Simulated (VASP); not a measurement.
The system is La.

```xyz
2
Lattice="3.7500 0.0000 0.0000 -1.8750 3.2476 0.0000 0.0000 0.0000 6.0700" Properties=species:S:1:pos:R:3 pbc="T T T"
La    1.8750    1.0825    4.5525
La    0.0000    2.1651    1.5175
```

This isn't the form of La at room conditions, which is double hcp.

```yaml
Program: VASP 6.6.1
Task: relaxation of cell and atoms
Functional: AM05
Potentials_or_basis: VASP PAW PBE potentials, release 64 (La)
Cutoff: 600 eV
k_mesh: 8 × 8 × 5
Occupations: fermi-dirac, width 0.05 eV
Spin: no spin polarisation
```

At the start: pressure -0.9 GPa; volume 36.96 Å³/atom.

Task: How do energy, volume and symmetry change on relaxing?

Result: Over 10 steps the energy falls by 4.7 meV/atom and the volume is 35.59 Å³/atom (-3.7 %); space group P6_3/mmc (No. 194, to 0.05 Å).

The path:
```csv
step,energy change (eV),largest force (eV/Å),pressure (GPa),volume (Å³)
1,0.0000,0.0000,-0.94,73.92
2,-0.0089,0.0000,-0.20,71.62
3,-0.0093,0.0000,0.11,71.11
4,-0.0092,0.0000,-0.06,71.27
5,-0.0092,0.0000,0.02,71.20
6,-0.0093,0.0000,-0.06,71.22
7,-0.0093,0.0000,-0.06,71.24
8,-0.0093,0.0000,-0.06,71.27
9,-0.0093,0.0000,-0.06,71.25
10,-0.0093,0.0000,-0.04,71.18
```

Final structure:
```
CELL_PARAMETERS angstrom
3.71559 0.00000 0.00000
-1.85779 3.21779 0.00000
0.00000 0.00000 5.95336
ATOMIC_POSITIONS crystal
La 0.66667 0.33333 0.75000
La 0.33333 0.66667 0.25000
```

Caveat: the PAW data sets were made with another functional, which shifts forces and pressure a little.
